### Why the G0W0 correction stretches the bands of cubic HfO₂

The G0W0 correction to the PBE levels of cubic HfO₂ opens the gap and also stretches the bands on both sides of it. Conduction levels rise more the higher they lie, and valence levels sink more the deeper they lie, apart from a few close neighbours. The correction is a small remainder of two large opposing terms. Neither term follows the level energy, but their sum does, because levels far from the gap keep more of their exchange shift.

HfO2, 3 atoms in the cell, built as database structure, space group Fm-3m (225), conventional a = 5.058 Å, 10.79 Å³ an atom. One-shot G0W0 at finite bands, cutoff and k mesh (short of the basis limit), each kind of level from its own valence top. Ansatz 0.2.0, plane-wave PAW, no spin polarisation, cell relaxed with r2SCAN; starting functional PBE; cutoff 420 eV; k mesh 6×6×6; fixed occupations.

```tsv
band	b (fraction of the reciprocal vector)	c (fraction of the reciprocal vector)	kohn sham level (eV)	quasiparticle level (eV)	exchange less vxc (eV)	correlation (eV)	renormalisation
v2	0	0	-0.620	-0.721	-5.189	4.350	0.79900
v1	0	0	-0.620	-0.721	-5.189	4.350	0.79900
c1	0	0	3.897	5.364	5.899	-5.170	0.85000
c2	0	0	3.897	5.364	5.899	-5.170	0.85000
v2	0	0.1667	-1.086	-1.233	-5.090	4.204	0.80200
v1	0	0.1667	-1.086	-1.233	-5.090	4.204	0.80200
c1	0	0.1667	4.354	5.882	5.850	-5.060	0.84400
c2	0	0.1667	4.354	5.882	5.850	-5.060	0.84400
v2	0	-0.5000	-1.847	-2.097	-5.614	4.626	0.79800
v1	0	-0.5000	-1.847	-2.097	-5.614	4.626	0.79800
c1	0	-0.5000	4.633	6.196	6.170	-5.345	0.84600
c2	0	-0.5000	4.633	6.196	6.170	-5.345	0.84600
v2	0.1667	0.1667	-0.610	-0.696	-5.195	4.371	0.79900
v1	0.1667	0.1667	-0.610	-0.696	-5.195	4.371	0.79900
c1	0.1667	0.1667	4.246	5.758	6.088	-5.315	0.84800
c2	0.1667	0.1667	4.473	6.013	5.818	-5.016	0.84200
v2	0.1667	0.3333	-1.146	-1.281	-5.195	4.322	0.80000
v1	0.1667	0.3333	-1.014	-1.143	-5.263	4.395	0.80000
c1	0.1667	0.3333	4.674	6.245	6.251	-5.419	0.84600
c2	0.1667	0.3333	4.711	6.271	5.763	-4.942	0.83900
v2	0.1667	-0.1667	-2.071	-2.334	-5.185	4.183	0.80700
v1	0.1667	-0.1667	-0.604	-0.679	-5.193	4.379	0.79900
c1	0.1667	-0.1667	4.386	5.909	6.020	-5.234	0.84600
c2	0.1667	-0.1667	4.951	6.566	5.902	-5.026	0.83800
```

**Size of the shift**

Each kind of level is counted from its own valence top, which lies at the zone-boundary point X. The gap also lies there: the same calculation gives 3.80 eV with PBE and 5.20 eV with G0W0. On a common energy scale the valence top sinks by 0.74 eV and the conduction minimum rises by 0.65 eV. Such separate shifts usually converge more slowly with the number of empty bands than the gap does, so their near equality should not be carried over to an interface.

A rigid shift would move every conduction level by the 1.39 eV found for the gap. All conduction levels of the table rise by more than that, the highest by 0.22 eV more. The energy range that they span grows by 14 %, and that of the valence levels by 13 %. Three pairs of neighbouring levels break the order by about 0.01 eV, which is too little to carry a physical meaning at this mesh and basis.

**Two large terms and a small remainder**

The column "exchange less vxc" is the energy that a level gains or loses when the exchange–correlation potential of PBE, vxc, is replaced by exact exchange. In a filled level, exact exchange removes the repulsion of the electron with itself, which PBE removes only in part, so the level sinks. An empty level has no such self-repulsion to remove, and its exchange with the filled orbitals is much weaker than that of a filled level, though not small. PBE nevertheless gives it the full attraction of a potential made for filled ones, so taking that potential away lifts the level.

The column "correlation" holds the response of the other electrons. When an electron is removed, they move towards the hole and lower the cost of removal, which lifts the filled level. When an electron is added, they move away from it and stabilise it, which lowers the empty level. In every row this response takes back more than four fifths of the exchange term.

The sum of the two columns is the shift on the common scale. For the lowest conduction level at the zone centre Γ, where b and c are both 0 (the first coordinate, not listed, is 0 in every row), it is 5.899 − 5.170 = 0.729 eV. Since the valence top sinks by 0.738 eV, the level rises by 1.467 eV against it. This is also the difference between its quasiparticle and Kohn–Sham levels in the table.

**Why large differences between orbitals disappear**

The two conduction levels at (0.1667, 0.3333) show how well the terms cancel. They lie close together in energy, yet their exchange terms differ by 0.49 eV. Their correlation terms differ by 0.48 eV in the opposite sense, so the two levels rise almost equally.

The outputs of the run show how this comes about. The level with the smaller exchange term has the stronger exact exchange with the filled orbitals, by 0.94 eV. The PBE potential is deeper for it too, which offsets about half of this. The surrounding electrons screen exchange as they screen any other interaction, and the correlation term takes back nearly all of the rest.

**Why the stretch survives**

The stretch is seen most clearly between levels whose exchange terms happen to agree. At (0.1667, −0.1667) the two valence levels lie almost 1.5 eV apart, while their exchange terms agree within 0.01 eV. The correlation term of the deeper level is smaller by 0.20 eV, so this level is lifted less and ends up lower. The conduction band mirrors this: the highest level of the table and the lowest one, at Γ, have equal exchange terms, and the correlation term of the higher one is weaker by 0.14 eV.

The bonding in the crystal suggests why. The top of the valence band is mainly O 2p, with little part in bonding, and the deeper levels contain more bonding admixture of Hf 5d. The lowest conduction levels are mainly Hf 5d, and at Γ symmetry forbids the lowest 5d pair any mixing with O 2p. Higher conduction levels can take up O 2p in an antibonding way. Away from the gap the orbitals thus spread over both kinds of atom, and a spread charge is expected to polarise its surroundings less.

Spreading changes exact exchange too, but the PBE potential can change almost in step with it. The outputs of the run show this for the pairs at (0, 0.1667), whose exchange terms are close to those at Γ. In the conduction pair, exact exchange is stronger than at Γ by 0.95 eV and the PBE potential is deeper by 0.90 eV. In the valence pair both are weaker, by 0.86 and 0.76 eV. These are the directions expected when conduction levels take up O 2p and valence levels take up Hf 5d, because both quantities are larger in the filled levels than in the empty ones. The exchange term is the difference of the two, so it changes little, while the correlation term becomes weaker. Mixing by itself does not explain so close a match, since filled and empty levels differ more than three times as much in exact exchange as in the PBE potential. Overlap probably adds to the change of the potential: an antibonding level has less charge between the atoms, where the potential is shallow, and a bonding level has more.

This account agrees with both matched comparisons, but the share of each atom in the orbitals was not computed, so the mixing is inferred. It also does not cover every row by itself: in five rows a higher conduction level has a stronger correlation term than the pair at Γ, and it rises more because its exchange term is stronger still. The upper valence level at (0.1667, 0.3333) sinks more than the pair at Γ for the same reason.

**An estimate with the orbital held fixed**

The change of orbital is essential to this explanation, and the renormalisation factor Z allows a test. The correlation term of a given orbital depends on the energy at which it is evaluated, with a slope of 1 − 1/Z. For the upper valence level at (0.1667, −0.1667), Z is 0.799, and the slope is 1 − 1/0.799 = −0.25. The estimate takes this slope as constant down to the deeper level and has no adjustable constant.

In G0W0 the deeper level lies 2.334 − 0.679 = 1.655 eV below the upper one. With an unchanged orbital its correlation term would be larger by 0.25 × 1.655 eV, or about 0.4 eV. In the table it is smaller by 0.2 eV. The estimate fails in sign, and it does so in the conduction band as well. Energy dependence by itself would compress the bands, so in these matched pairs the stretch must come from the change of orbital.

**Two irregular cases**

At L, the point (0, −0.5), the stretch arises in another way. The valence pair there lies deeper than the one at Γ, and its exchange term is stronger by 0.43 eV. Correlation takes back only 0.28 eV of this, so the pair still sinks further. Here a stronger exchange term does the work, whereas in the matched valence levels it was a weaker correlation term. In the outputs of the run, exact exchange itself is slightly weaker at L than at Γ, but the PBE potential is weaker by more. The larger difference therefore comes from the potential, and why the potential is so much weaker for this pair stays open.

The conduction minimum at X departs from the pattern more clearly. It lies only 0.09 eV below the lowest level at Γ in PBE, yet it rises by 0.07 eV less. A stretch of 14 % would explain only about 0.01 eV of that. Energy is therefore a good guide to the correction within the table, but the kind of orbital matters as well. The Hf 5d orbitals may overlap differently at X and at Γ, which remains untested here.

**What the numbers can carry**

The gap of 5.20 eV is probably too small for this method. Calculations with these settings typically fall 6 to 9 % short of the basis limit, which would amount to 0.3 to 0.5 eV here. Even at that limit, one-shot G0W0 on PBE tends to give oxide gaps that are too small, because the small PBE gap makes the screening too strong. Spin–orbit coupling is left out, and in Hf 5d levels it can exceed the smallest differences discussed above. The cubic crystal is also a high-temperature form of HfO₂, so a gap measured on the monoclinic form would not test these values directly.

For practical use, one constant added to the PBE gap is adequate when an error of about 0.2 eV does not matter in conduction levels up to about 1 eV above the minimum. When band widths or higher levels matter, the correction should grow with distance from the gap. The likely physical reason, argued here and not proved, can be kept in one sentence: bonding and antibonding levels far from the gap are spread over both kinds of atom, and the surrounding electrons take back less of their exchange shift.
